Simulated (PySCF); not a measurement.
## Simulated absorption spectrum

Compound: piperidine, C₅H₁₁N.
Cartesian coordinates in Å at the PBE0-D3(BJ)/def2-SVP level; atoms count from 1:
```
atom  x, y, z in Å
C1     1.0856   -0.7220    0.3480
C2    -0.0900   -1.3460   -0.3993
C3    -1.3826   -0.5854   -0.1007
N4    -1.2943    0.8432   -0.3328
C5    -0.1725    1.4526    0.3545
C6     1.1706    0.7772    0.0743
H7     0.9480   -0.8825    1.4333
H8     2.0298   -1.2227    0.0791
H9    -0.2017   -2.4109   -0.1346
H10    0.1053   -1.3117   -1.4871
H11   -1.6519   -0.7398    0.9611
H12   -2.2201   -0.9905   -0.6913
H13   -1.2251    1.0254   -1.3321
H14   -0.1344    2.5225    0.0933
H15   -0.3764    1.4082    1.4409
H16    1.4436    0.9435   -0.9842
H17    1.9671    1.2416    0.6799
```

Method: TDDFT wB97X-D/def2-SVPD, vertical, gas phase, core orbitals frozen in the response in PySCF 2.14.0, density-fitted response routines.

Computed states:

```
state  E (eV)       f
   S1    6.22  0.0096
   S2    6.95   0.029
   S3    7.23   0.028
   S4    7.51  0.0002
   S5    8.04  0.0016
   S6    8.20   0.012
   S7    8.56  0.0002
   S8    8.75  0.0053
   S9    8.82  0.0003
  S10    9.06  0.0012
```

Broadening: Gaussians 0.3 eV wide at half height, area fixed by f = 4.319×10⁻⁹ ∫ε dν̃. The width is an assumption, not a result. The curve ends short of the highest state used, and states not computed would add to its high-energy end.

Task: Give the broadened spectrum and its maxima.

Result: 
(λ (nm), ε (L mol⁻¹ cm⁻¹)): (146.5, 177), (148.4, 528), (150.4, 1078), (152.4, 1101), (154.3, 647), (156.3, 234), (158.2, 64), (160.2, 16), (162.1, 26), (164.1, 125), (166.1, 512), (168.0, 1329), (170.0, 2338), (171.9, 2808), (173.9, 2798), (175.9, 2852), (177.8, 2905), (179.8, 2453), (181.7, 1587), (183.7, 736), (185.7, 252), (187.6, 76), (189.6, 48), (191.5, 112), (193.5, 278), (195.5, 528), (197.4, 757), (199.4, 863), (201.3, 782), (203.3, 566), (205.2, 341), (207.2, 165), (209.2, 66), (211.1, 23), (213.1, 7), (215.0, 2)

Maxima: 199 nm (6.22 eV), ε about 860, made up of S1 (100%); 177 nm (6.99 eV), ε about 2900, made up of S2 (86%) and S3 (14%); 173 nm (7.18 eV), ε about 2800, made up of S2 (18%) and S3 (82%) (hardly more than a shoulder); 151 nm (8.19 eV), ε about 1200, made up of S6 (94%) (ε in L mol⁻¹ cm⁻¹; maxima over ε = 5, shares over 10%).

Task: What would ε be at 6.99 eV, the highest of these maxima, with half the width (0.15 eV)?

Result: About 4440 L mol⁻¹ cm⁻¹ against 2920, a factor of about 1.5; a lone state at its own centre would give exactly 2.

Task: Coming from long wavelengths, where does ε first pass 100 L mol⁻¹ cm⁻¹?

Result: At about 208 nm (5.95 eV), 0.26 eV below S1.

Task: On this curve, what absorbance would a 10⁻⁵ mol/L sample give at 193 nm over a 1 cm path?

Result: 193 nm is 6.424 eV, where ε is about 230 L mol⁻¹ cm⁻¹, so A = ε c l ≈ 0.0023 (Beer–Lambert, with the gas-phase spectrum and the assumed width).

From S7 up the states lie above the vertical ionisation energy of 8.37 eV (ΔSCF), that is within the continuum, which a finite basis only mimics.

On an Arm Neoverse V1 with one thread, no GPU, shared host with 32 logical CPUs at a one-minute load of 12, this took 59 s wall and 1.0 GiB of memory at its peak.

One conformer stands for the species.
